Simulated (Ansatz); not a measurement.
Crystal: TiNi.

```
Ni Ti
1.0
     2.73580    0.00000    0.00000
     0.00000    2.73580    0.00000
     0.00000    0.00000    3.58141
Ni Ti
1 1
Direct
  0.00000 0.00000 0.00000
  0.50000 0.50000 0.50000
```

The cell comes from a database or a generator and needn't be the stable form of this composition.

Base run:

| Item | Value |
| --- | --- |
| Program | Ansatz 0.2.0 |
| Functional | PBEsol |
| Potentials or basis | Ansatz PAW |
| Cutoff | 420 eV (not typed: the program's choice for these potentials) |
| k mesh | 8 × 8 × 6 |
| Occupations | fermi-dirac, width 0.05 eV |
| Spin | collinear spin, ferromagnetic start |
| Starting moments | [0.5, 0.5] μB |
| Fixed moment | 1 μB |

Its results: pressure -4.9 GPa; site moments Ni +0.31; Ti +0.54 μB.

**Question.** After a change of settings the same cell gave: pressure -1.1 GPa; site moments Ni +0.62; Ti +0.99 μB. Which change was it?
A. fixed moment from 1 μB to 3 μB; moments at the start from [0.5, 0.5] to [1.5, 1.5]
B. fixed moment from 1 μB to 2.5 μB; moments at the start from [0.5, 0.5] to [1.25, 1.25]
C. fixed moment from 1 μB to 0.5 μB; moments at the start from [0.5, 0.5] to [0.25, 0.25]
D. fixed moment from 1 μB to 2 μB; moments at the start from [0.5, 0.5] to [1.0, 1.0]

**Answer.** D.

Caveats: the total moment is fixed, so each spin has its own Fermi level; the PAW data sets come from PBE, with cores solved anew for the run's functional, which leaves a small shift of forces and pressure; the thresholds are loose for stress.
